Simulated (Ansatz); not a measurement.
TaN:

```
Ta N
1.0
     2.93800    0.00000    0.00000
    -1.46900    2.54438    0.00000
     0.00000    0.00000    2.88300
Ta N
1 1
Direct
  0.00000 0.00000 0.50000
  0.66667 0.33333 0.00000
```

Base run:

* Program: Ansatz 0.2.0
* Functional: PBEsol
* Potentials or basis: Ansatz PAW
* Cutoff: 420 eV
* Density cutoff: 1680 eV
* k mesh: 10 × 10 × 9
* Occupations: gaussian, width 0.05 eV
* Spin: no spin polarisation

Its results: pressure -4.9 GPa.

Task: After a change of settings the same cell gave: pressure -0.2 GPa. Which change was it?
A. potentials or basis from Ansatz PAW to Ansatz PAW earlier set; cutoff from 420 eV to 870 eV; density cutoff from 1680 eV to 3480 eV; occupations from gaussian, width 0.05 eV to fermi-dirac, width 0.05 eV; valence electrons from 18 to 32
B. occupations from gaussian, width 0.05 eV to fermi-dirac, width 0.05 eV; spin from no spin polarisation to spin-orbit coupling, no magnetisation; potential files from those of the base run to others of the same set
C. functional from PBEsol to r2SCAN; cutoff from 420 eV to 500 eV; density cutoff from 1680 eV to 2000 eV; occupations from gaussian, width 0.05 eV to fermi-dirac, width 0.05 eV
D. occupations from gaussian, width 0.05 eV to fermi-dirac, width 0.05 eV; hubbard terms from none to Ta d U = 6 eV; hubbard projectors from none to ortho-atomic (the default)

Result: C.

Caveats: the PAW data sets come from PBE, with cores solved anew for the run's functional, which leaves a small shift of forces and pressure.

Not every run made on this cell is shown here.
